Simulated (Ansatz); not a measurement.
## Zr3Si2: a vibration from a frozen displacement

These are results of DFT r2SCAN, scalar-relativistic, plane waves, PAW (Ansatz), not measurements. Settings: plane waves to 500 eV, k-mesh 6×6×10 (Γ-centred), Gaussian smearing 0.15 eV. No spin polarisation. Energies are free energies at this smearing, counted from the undisturbed cell; pressure is positive in compression.

Reference structure (relaxed at this level; it needn't be the usual structure):

```
Zr Si
1.0
     7.10844    0.00000    0.00000
     0.00000    7.10844    0.00000
     0.00000    0.00000    3.70513
Zr Si
6 4
Direct
  0.17391 0.67391 0.50000
  0.82609 0.32609 0.50000
  0.32609 0.17391 0.50000
  0.67391 0.82609 0.50000
  0.00000 0.00000 0.00000
  0.50000 0.50000 0.00000
  0.62195 0.12195 0.00000
  0.37805 0.87805 0.00000
  0.87805 0.62195 0.00000
  0.12195 0.37805 0.00000
```

Every Si atom is moved by x along the Cartesian unit vector (0.000, 0.000, 1.000); the cell and all other atoms stay fixed. The cell's volume is 187.22 Å³; the moved atoms weigh 112.340 u together and the others 547.344 u. Some rows repeat others by symmetry and weren't run.

| x (Å) | ΔE (meV/cell) | total force on the moved atoms along the move (eV/Å) | pressure (GPa) |
| --- | --- | --- | --- |
| -0.1000 | 166.73 | 3.3224 | 0.3217 |
| -0.0875 | 127.76 | 2.9120 | 0.2505 |
| -0.0750 | 93.94 | 2.4996 | 0.1889 |
| -0.0625 | 65.28 | 2.0856 | 0.1369 |
| -0.0500 | 41.80 | 1.6704 | 0.0944 |
| -0.0375 | 23.52 | 1.2540 | 0.0614 |
| -0.0250 | 10.46 | 0.8364 | 0.0378 |
| 0.0000 | 0.00 | 0.0000 | 0.0189 |
| 0.0250 | 10.46 | -0.8364 | 0.0378 |
| 0.0375 | 23.52 | -1.2540 | 0.0614 |
| 0.0500 | 41.80 | -1.6704 | 0.0944 |
| 0.0625 | 65.28 | -2.0856 | 0.1369 |
| 0.0750 | 93.94 | -2.4996 | 0.1889 |
| 0.0875 | 127.76 | -2.9120 | 0.2505 |
| 0.1000 | 166.73 | -3.3224 | 0.3217 |

Q: What frequency belongs to this motion?

A: The force constant is k = −dF/dx = 33.456 eV/Å², from the parabola through x = -0.0250, 0 and 0.0250. In every cell the moved atoms swing against the rest, so the mass is μ = m₁m₂/(m₁ + m₂) = 93.209 u, and ν̃ = 521.5 cm⁻¹ × √(|k|/μ) = 312 cm⁻¹. The pattern needn't be a normal mode: ν̃² is then a weighted mean of the squared nonzero frequencies at the zone centre of this cell, so it lies between the lowest and the highest of them.

Q: How far does the harmonic law reach?

A: At x = -0.100 Å, kx²/2 = 167.28 meV against the computed 166.73 meV (-0.3 %): the well is still close to harmonic there.

Q: The pressure changes with x². What does that say about the frequency under compression?

A: With E = k(V)x²/2, k ∝ V^(−2γ) and x scaling with the cell as V^(1/3), P − P0 = −∂E/∂V = (2γ − 2/3) ΔE/V. At x = 0.0375 Å, V(P − P0) = 187.22 × 0.04244 / 160.2 eV = 49.59 meV and ΔE = 23.52 meV, so γ = 1/3 + V(P − P0)/(2ΔE) = 1.39. This is the Grüneisen parameter of the motion under uniform scaling of the cell: shrinking the cell evenly by 1 % in volume raises the frequency by about 1.39 %.

In a metal these slopes depend on the k mesh and the smearing.